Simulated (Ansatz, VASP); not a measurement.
**One calculation of CdTe, two programs**

INCAR

```
SYSTEM = CdTe
PREC = Accurate ; ENCUT = 600
EDIFF = 1E-6 ; ISMEAR = 0
SIGMA = 0.02 ; LREAL = .False.
LASPH = .True. ; NELM = 100
ALGO = Normal ; ISIF = 3
LWAVE = .False. ; LCHARG = .False.
GGA = PE ; IBRION = 2
NSW = 100 ; EDIFFG = -0.005
```

KPOINTS

```
regular mesh
0
Gamma
  10 10 10
  0 0 0
```

POSCAR

```
CdTe
1.0
    0.0000000000      3.3096311549      3.3096311549
    3.3096311549      0.0000000000      3.3096311549
    3.3096311549      3.3096311549      0.0000000000
Cd Te
1 1
Direct
    0.0000000000      0.0000000000      0.0000000000
    0.2500000000      0.2500000000      0.2500000000
```

Input for Ansatz:

```yaml
crystal:
  lattice:
    - [0.0, 3.3096311557, 3.3096311557]
    - [3.3096311557, 0.0, 3.3096311557]
    - [3.3096311557, 3.3096311557, 0.0]
  atoms:
    - { symbol: Cd, position: [0.0, 0.0, 0.0] }
    - { symbol: Te, position: [0.25, 0.25, 0.25] }
basis:
  ecutwfc: 420
kpoints:
  mp_grid: { grid: [10, 10, 10] }
hamiltonian:
  xc: pbe
scf:
  occupations: { method: gaussian, width: 0.02 }
output:
  forces: true
  stress: true
  eigenvalues: true
relax:
  adjacent_minimum: "off"
  f_tol: 0.005
  max_steps: 80
  cell: { stress_tol: 0.05 }
```

The cell is a database's computed one.

Alike in both runs: task relaxation of cell and atoms; functional PBE; k mesh 10 × 10 × 10; occupations gaussian, width 0.02 eV; no spin polarisation.

```csv
,VASP,Ansatz
version,VASP 6.6.1,Ansatz 0.2.0
potentials or method,"VASP PAW PBE potentials, release 64 (Cd, Te)","scalar-relativistic, plane waves, PAW"
plane-wave cutoff (eV),600,420
valence electrons in the cell,18,36
```

|  | VASP | Ansatz | Ansatz less VASP |
| --- | --- | --- | --- |
| gap on the k mesh at the Fermi level, each at its own relaxed structure (eV) | 0.58 | 0.58 | +0.008 |
| relaxed volume (Å³/atom) | 36.32 | 36.25 | -0.067 |
| relaxed cell length with the largest relative difference (Å) | 4.683 | 4.681 | -0.0029 |

The two sets of potentials don't hold the same shells in valence.

Caveats: spin-orbit coupling is left out, which moves the levels of the heavy elements. As with any semilocal functional, this PBE gap is likely too small.
